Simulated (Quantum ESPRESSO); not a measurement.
# Fe (P6_3/mmc) in Quantum ESPRESSO: a series of runs, part 3 of 3

Quantum ESPRESSO 7.5. The steps go on from the part before.

## 5. Phonons, PBE, collinear spin, ferromagnetic start

pw.in reads:

```
&CONTROL
  calculation = 'scf'
  prefix = 'pwscf'
  outdir = './tmp'
  pseudo_dir = './pseudo'
  tprnfor = .true.
  tstress = .true.
  disk_io = 'low'
/
&SYSTEM
  ibrav = 0
  nat = 2
  ntyp = 1
  ecutwfc = 36
  ecutrho = 216
  nbnd = 27
  occupations = 'smearing'
  smearing = 'mv'
  degauss = 0.00999582
  nspin = 2
  starting_magnetization(1) = 0.1875
/
&ELECTRONS
  conv_thr = 4d-10
  electron_maxstep = 120
  mixing_beta = 0.3
/
ATOMIC_SPECIES
Fe    55.8450 Fe.GGA_PBE-JTH.UPF
CELL_PARAMETERS angstrom
   2.4341575853    0.0000000000    0.0000000000
  -1.2170787927    2.1080423057    0.0000000000
   0.0000000000    0.0000000000    3.8419344700
ATOMIC_POSITIONS crystal
Fe     0.6666666667    0.3333333333    0.7500000000
Fe     0.3333333333    0.6666666667    0.2500000000
K_POINTS automatic
12 12 7 0 0 0
```

relax.in reads:

```
&CONTROL
  calculation = 'vc-relax'
  prefix = 'pwscf'
  outdir = './tmp'
  pseudo_dir = './pseudo'
  tprnfor = .true.
  tstress = .true.
  disk_io = 'low'
  nstep = 40
  forc_conv_thr = 0.0001
  etot_conv_thr = 1d-06
/
&SYSTEM
  ibrav = 0
  nat = 2
  ntyp = 1
  ecutwfc = 36
  ecutrho = 216
  nbnd = 27
  occupations = 'smearing'
  smearing = 'mv'
  degauss = 0.00999582
  nspin = 2
  starting_magnetization(1) = 0.1875
/
&ELECTRONS
  conv_thr = 4d-10
  electron_maxstep = 120
  mixing_beta = 0.3
/
&IONS
  ion_dynamics = 'bfgs'
/
&CELL
  cell_dynamics = 'bfgs'
  press = 0
  press_conv_thr = 0.2
/
ATOMIC_SPECIES
Fe    55.8450 Fe.GGA_PBE-JTH.UPF
CELL_PARAMETERS angstrom
   2.4341575853    0.0000000000    0.0000000000
  -1.2170787927    2.1080423057    0.0000000000
   0.0000000000    0.0000000000    3.8419344700
ATOMIC_POSITIONS crystal
Fe     0.6666666667    0.3333333333    0.7500000000
Fe     0.3333333333    0.6666666667    0.2500000000
K_POINTS automatic
12 12 7 0 0 0
```

scf2.in reads:

```
&CONTROL
  calculation = 'scf'
  prefix = 'pwscf'
  outdir = './tmp'
  pseudo_dir = './pseudo'
  tprnfor = .true.
  tstress = .true.
  disk_io = 'low'
/
&SYSTEM
  ibrav = 0
  nat = 2
  ntyp = 1
  ecutwfc = 36
  ecutrho = 216
  nbnd = 27
  occupations = 'smearing'
  smearing = 'mv'
  degauss = 0.00999582
  nspin = 2
  starting_magnetization(1) = 0.1875
/
&ELECTRONS
  conv_thr = 1d-13
  electron_maxstep = 120
  mixing_beta = 0.3
  startingpot = 'file'
  startingwfc = 'file'
/
ATOMIC_SPECIES
Fe    55.8450 Fe.GGA_PBE-JTH.UPF
CELL_PARAMETERS angstrom
   2.4445583362    0.0000000000    0.0000000000
  -1.2222791682    2.1170496202    0.0000000000
   0.0000000000    0.0000000000    3.8773257181
ATOMIC_POSITIONS crystal
Fe     0.6666666667    0.3333333333    0.7500000000
Fe     0.3333333333    0.6666666667    0.2500000000
K_POINTS automatic
12 12 7 0 0 0
```

ph.in reads:

```
phonons of Fe
&INPUTPH
  prefix = 'pwscf'
  outdir = './tmp'
  tr2_ph = 1d-16
  fildyn = 'dyn'
  niter_ph = 60
  alpha_mix(1) = 0.4
/
0.0000000000 0.0000000000 0.0000000000
```

dynmat.in reads:

```
&INPUT
  fildyn = 'dyn'
  asr = 'crystal'
  filout = 'dynmat.disp'
  fileig = 'dynmat.eig'
/
```

Potentials or basis: JTH 2.0 PBE.

Command:

```sh
OMP_NUM_THREADS=1 pw.x -in pw.in > pw.out
OMP_NUM_THREADS=1 pw.x -in relax.in > relax.out
OMP_NUM_THREADS=1 pw.x -in scf2.in > scf2.out
OMP_NUM_THREADS=1 ph.x -in ph.in > ph.out
OMP_NUM_THREADS=1 dynmat.x -in dynmat.in > dynmat.out
```

pw.out:

```text
This program is part of the open-source Quantum ESPRESSO suite
     for quantum simulation of materials; please cite
         "P. Giannozzi et al., J. Phys.:Condens. Matter 21 395502 (2009);
         "P. Giannozzi et al., J. Phys.:Condens. Matter 29 465901 (2017);
         "P. Giannozzi et al., J. Chem. Phys. 152 154105 (2020);
     in publications or presentations arising from this work. More details at

     file Fe.GGA_PBE-JTH.UPF: wavefunction(s)  3S 4S 3P 0P 0D renormalized
     Message from routine setup:
     using ibrav=0 with symmetry is DISCOURAGED, use correct ibrav instead

     G-vector sticks info
     --------------------
     sticks:   dense  smooth     PW     G-vecs:    dense   smooth      PW
     Sum         313     211     73                 7137     3909     761

     Using Slab Decomposition

     bravais-lattice index     =            0
     lattice parameter (alat)  =       4.5999  a.u.
     unit-cell volume          =     133.0377 (a.u.)^3
     number of atoms/cell      =            2
     number of atomic types    =            1
     number of electrons       =        32.00
     number of Kohn-Sham states=           27
     kinetic-energy cutoff     =      36.0000  Ry
     charge density cutoff     =     216.0000  Ry
     scf convergence threshold =      4.0E-10
     mixing beta               =       0.3000
     number of iterations used =            8  plain     mixing
     Exchange-correlation= SLA PW PBX PBC
                           (   1   4   3   4   0   0   0)

     celldm(1)=   4.599891  celldm(2)=   0.000000  celldm(3)=   0.000000
     celldm(4)=   0.000000  celldm(5)=   0.000000  celldm(6)=   0.000000

     crystal axes: (cart. coord. in units of alat)
               a(1) = (   1.000000   0.000000   0.000000 )
               a(2) = (  -0.500000   0.866025   0.000000 )
               a(3) = (   0.000000   0.000000   1.578343 )

     reciprocal axes: (cart. coord. in units 2 pi/alat)
               b(1) = (  1.000000  0.577350 -0.000000 )
               b(2) = (  0.000000  1.154701  0.000000 )
               b(3) = (  0.000000 -0.000000  0.633576 )

     PseudoPot. # 1 for Fe read from file:
     Fe.GGA_PBE-JTH.UPF
     Pseudo is Projector augmented-wave + core cor, Zval = 16.0
     Generated using ATOMPAW code
     Shape of augmentation charge: SINC**2
     Using radial grid of 1038 points,  6 beta functions with:
                l(1) =   0
                l(2) =   0
                l(3) =   1
                l(4) =   1
                l(5) =   2
                l(6) =   2
     Q(r) pseudized with 0 coefficients

     atomic species   valence    mass     pseudopotential
     Fe               16.00    55.84500     Fe( 1.00)

     Starting magnetic structure
     atomic species   magnetization
     Fe              0.188

     24 Sym. Ops., with inversion, found (12 have fractional translation)

   Cartesian axes

     site n.     atom                  positions (alat units)
         1        Fe     tau(   1) = (   0.5000000   0.2886751   1.1837569  )
         2        Fe     tau(   2) = (  -0.0000000   0.5773503   0.3945856  )

     number of k points=    76  Marzari-Vanderbilt smearing, width (Ry)=  0.0100
                       cart. coord. in units 2pi/alat
        k(    1) = (   0.0000000   0.0000000   0.0000000), wk =   0.0009921
        k(    2) = (   0.0000000   0.0000000   0.0905109), wk =   0.0019841
        k(    3) = (   0.0000000   0.0000000   0.1810217), wk =   0.0019841
        k(    4) = (   0.0000000   0.0000000   0.2715326), wk =   0.0019841
        k(    5) = (   0.0000000   0.0962250   0.0000000), wk =   0.0059524
        k(    6) = (   0.0000000   0.0962250   0.0905109), wk =   0.0119048
[... 68 lines left out ...]
        k(   75) = (   0.3333333   0.5773503   0.1810217), wk =   0.0039683
        k(   76) = (   0.3333333   0.5773503   0.2715326), wk =   0.0039683

     Dense  grid:     7137 G-vectors     FFT dimensions: (  24,  24,  36)

     Smooth grid:     3909 G-vectors     FFT dimensions: (  18,  18,  30)

     Generating pointlists ...
     new r_m :   0.4033 (alat units)  1.8554 (a.u.) for type    1

     Initial potential from superposition of free atoms

     starting charge      31.9984, renormalised to      32.0000
     Starting wfcs are   36 randomized atomic wfcs

     Self-consistent Calculation

     iteration #  1     ecut=    36.00 Ry     beta= 0.30
     Davidson diagonalization with overlap
     ethr =  1.00E-02,  avg # of iterations =  4.4

     total energy              =    -658.30395924 Ry
     estimated scf accuracy    <       0.64933498 Ry

     total magnetization       =     3.26 Bohr mag/cell
     absolute magnetization    =     3.32 Bohr mag/cell

     iteration #  2     ecut=    36.00 Ry     beta= 0.30
     Davidson diagonalization with overlap
     ethr =  2.03E-03,  avg # of iterations =  1.9

     total energy              =    -658.44646262 Ry
     estimated scf accuracy    <       0.01156034 Ry

     total magnetization       =     4.13 Bohr mag/cell
     absolute magnetization    =     4.17 Bohr mag/cell

     iteration #  3     ecut=    36.00 Ry     beta= 0.30
     Davidson diagonalization with overlap
     ethr =  3.61E-05,  avg # of iterations =  2.8

     total energy              =    -658.46051344 Ry
     estimated scf accuracy    <       0.01848960 Ry

     total magnetization       =     3.61 Bohr mag/cell
     absolute magnetization    =     3.68 Bohr mag/cell

     iteration #  4     ecut=    36.00 Ry     beta= 0.30
     Davidson diagonalization with overlap
     ethr =  3.61E-05,  avg # of iterations =  1.1

     total energy              =    -658.38168494 Ry
     estimated scf accuracy    <       0.01269121 Ry

     total magnetization       =     3.07 Bohr mag/cell
     absolute magnetization    =     3.18 Bohr mag/cell

     iteration #  5     ecut=    36.00 Ry     beta= 0.30
     Davidson diagonalization with overlap
     ethr =  3.61E-05,  avg # of iterations =  1.8

     total energy              =    -658.49994656 Ry
     estimated scf accuracy    <       0.00996862 Ry

     total magnetization       =     0.06 Bohr mag/cell
     absolute magnetization    =     0.23 Bohr mag/cell

     iteration #  6     ecut=    36.00 Ry     beta= 0.30
     Davidson diagonalization with overlap
     ethr =  3.12E-05,  avg # of iterations =  1.5

     total energy              =    -658.45790752 Ry
     estimated scf accuracy    <       0.00298902 Ry

     total magnetization       =    -0.45 Bohr mag/cell
     absolute magnetization    =     0.45 Bohr mag/cell

     iteration #  7     ecut=    36.00 Ry     beta= 0.30
     Davidson diagonalization with overlap
     ethr =  9.34E-06,  avg # of iterations =  1.8

     total energy              =    -658.48882179 Ry
     estimated scf accuracy    <       0.00706897 Ry

     total magnetization       =     1.16 Bohr mag/cell
     absolute magnetization    =     1.28 Bohr mag/cell
[... 128 lines left out ...]
     total magnetization       =     0.00 Bohr mag/cell
     absolute magnetization    =     0.00 Bohr mag/cell

     iteration # 21     ecut=    36.00 Ry     beta= 0.30
     Davidson diagonalization with overlap
     ethr =  6.36E-09,  avg # of iterations =  1.5

     total energy              =    -658.51380117 Ry
     estimated scf accuracy    <       0.00000021 Ry

     total magnetization       =     0.00 Bohr mag/cell
     absolute magnetization    =     0.00 Bohr mag/cell

     iteration # 22     ecut=    36.00 Ry     beta= 0.30
     Davidson diagonalization with overlap
     ethr =  6.49E-10,  avg # of iterations =  1.7

     total energy              =    -658.51380124 Ry
     estimated scf accuracy    <       0.00000003 Ry

     total magnetization       =    -0.00 Bohr mag/cell
     absolute magnetization    =     0.00 Bohr mag/cell

     iteration # 23     ecut=    36.00 Ry     beta= 0.30
     Davidson diagonalization with overlap
     ethr =  8.02E-11,  avg # of iterations =  2.0

     total energy              =    -658.51380126 Ry
     estimated scf accuracy    <          1.1E-09 Ry

     total magnetization       =     0.00 Bohr mag/cell
     absolute magnetization    =     0.00 Bohr mag/cell

     iteration # 24     ecut=    36.00 Ry     beta= 0.30
     Davidson diagonalization with overlap
     ethr =  3.48E-12,  avg # of iterations =  2.1

     total energy              =    -658.51380126 Ry
     estimated scf accuracy    <          1.9E-09 Ry

     total magnetization       =     0.00 Bohr mag/cell
     absolute magnetization    =     0.00 Bohr mag/cell

     iteration # 25     ecut=    36.00 Ry     beta= 0.30
     Davidson diagonalization with overlap
     ethr =  3.48E-12,  avg # of iterations =  2.0

     Magnetic moment per site  (integrated on atomic sphere of radius R)
     atom   1 (R=0.403)  charge= 14.3922  magn= -0.0000
     atom   2 (R=0.403)  charge= 14.3922  magn= -0.0000

     End of self-consistent calculation

     Number of k-points >= 100: set verbosity='high' to print the bands.

     the Fermi energy is    23.9285 ev

!    total energy              =    -658.51380126 Ry
     total all-electron energy =      -658.513801 Ry
     estimated scf accuracy    <          3.3E-11 Ry
     smearing contrib. (-TS)   =      -0.00012346 Ry
     internal energy E=F+TS    =    -658.51367781 Ry

     The total energy is F=E-TS. E is the sum of the following terms:
     one-electron contribution =    -197.86676831 Ry
     hartree contribution      =      85.24728624 Ry
     xc contribution           =     -47.53779901 Ry
     ewald contribution        =    -364.89648806 Ry
     one-center paw contrib.   =    -133.45990867 Ry

     total magnetization       =    -0.00 Bohr mag/cell
     absolute magnetization    =     0.00 Bohr mag/cell

     convergence has been achieved in  25 iterations

     Forces acting on atoms (cartesian axes, Ry/au):

     atom    1 type  1   force =     0.00000000    0.00000000    0.00000000
     atom    2 type  1   force =    -0.00000000   -0.00000000    0.00000000

     Total force =     0.000000     Total SCF correction =     0.000000

     Computing stress (Cartesian axis) and pressure

          total   stress  (Ry/bohr**3)                   (kbar)     P=       59.90
   0.00034273   0.00000000   0.00000000           50.42        0.00        0.00
   0.00000000   0.00034273   0.00000000            0.00       50.42        0.00
   0.00000000   0.00000000   0.00053610            0.00        0.00       78.86

=------------------------------------------------------------------------------=
   JOB DONE.
=------------------------------------------------------------------------------=
```

It took 20 min on 1 thread of Arm Neoverse V2, shared host; peak memory 0.17 GiB.

What came out:

| Quantity | Value |
| --- | --- |
| Free energy | -8959.5634 eV |
| Band gap on the k mesh | none (metal or under the smearing width) |
| Net moment | 0.00 μB per cell |
| Absolute moment | 0.00 μB per cell |
| Valence electrons inside the program's atomic spheres | Fe 14.39 |
| Highest phonon frequency at Γ | 354 cm⁻¹ |

Levels at points of the mesh, in eV from the Fermi level:
Spin up:
```csv
k point,band 13,band 14,band 15,band 16,band 17,band 18,band 19,band 20
"(0.00, 0.00, 0.00)",-1.60,-1.24,-1.24,-0.87,-0.87,0.37,0.71,0.71
"(0.00, -0.50, 0.00)",-2.01,-1.61,-1.13,0.83,1.06,1.08,2.70,4.87
```
Spin down:
| k point | band 12 | band 13 | band 14 | band 15 | band 16 | band 17 | band 18 | band 19 | band 20 | band 21 |
| --- | --- | --- | --- | --- | --- | --- | --- | --- | --- | --- |
| (0.00, 0.00, 0.00) | -1.72 | -1.60 | -1.24 | -1.24 | -0.87 | -0.87 | 0.37 | 0.71 | 0.71 | 8.83 |
| (0.00, -0.50, 0.00) | -2.16 | -2.01 | -1.61 | -1.13 | 0.83 | 1.06 | 1.08 | 2.70 | 4.87 | 11.30 |

Phonon frequencies in cm⁻¹ (negative: imaginary):
| q point | frequencies |
| --- | --- |
| (0.000, 0.000, 0.000) | 44 44 59 257 257 354 |

Optical modes at Γ, degenerate ones joined:
```csv
cm⁻¹,components,symmetry,active in
257,2,E2g,Raman
354,1,B1g,silent
```

Caveat: the mesh is thin for the phonons of a metal; the cutoff is too short for stress, so the log's stress isn't used; the cutoff is low for these files, which shifts pressure and relaxed volume; the starting moments collapsed, and a magnetic state may lie lower; the cutoff lies well under what these potentials need, so the values aren't converged; before the sum rule the acoustic modes lie tens of cm⁻¹ from zero, a sign that the density grid also shifts the optical modes.
